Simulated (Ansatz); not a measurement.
Crystal: PbSe (Clausthalite).

```
Pb Se
1.0
     0.00000    3.06065    3.06065
     3.06065    0.00000    3.06065
     3.06065    3.06065    0.00000
Pb Se
1 1
Cartesian
  0.0000 0.0000 0.0000
  3.0606 3.0606 3.0606
```

| Quantity | Value |
| --- | --- |
| Program | Ansatz 0.2.0 |
| Task | relaxation of cell and atoms |
| Functional | PBEsol |
| Dispersion | D3(BJ) |
| Potentials or basis | all-electron LAPW, scalar-relativistic |
| Basis error allowed | 0.001 eV/atom |
| k mesh | 8 × 8 × 8 |
| Occupations | fermi-dirac, width 0.05 eV |
| Spin | no spin polarisation |

At the start: volume 28.67 Å³/atom.

Question: How do energy, volume and symmetry change on relaxing?

Answer: Over 5 steps the energy falls by 11.3 meV/atom and the volume is 27.30 Å³/atom (-4.8 %); space group Fm-3m (No. 225, to 0.05 Å).

The path:
```tsv
step	energy change (eV)	largest force (eV/Å)	volume (Å³)
1	0.0000	0.0000	57.34
2	-0.0170	0.0000	53.32
3	-0.0226	0.0000	54.70
4	-0.0226	0.0000	54.60
5	-0.0226	0.0000	54.60
```

Final structure:
```xyz
2
Lattice="0.0000 3.0111 3.0111 3.0111 0.0000 3.0111 3.0111 3.0111 0.0000" Properties=species:S:1:pos:R:3 pbc="T T T"
Pb    0.0000    0.0000    0.0000
Se    3.0111    3.0111    3.0111
```

The cell as given is a measured one (28.67 Å³/atom); PBEsol+D3(BJ) puts the equilibrium volume -4.8 % from it, thermal expansion not counted.
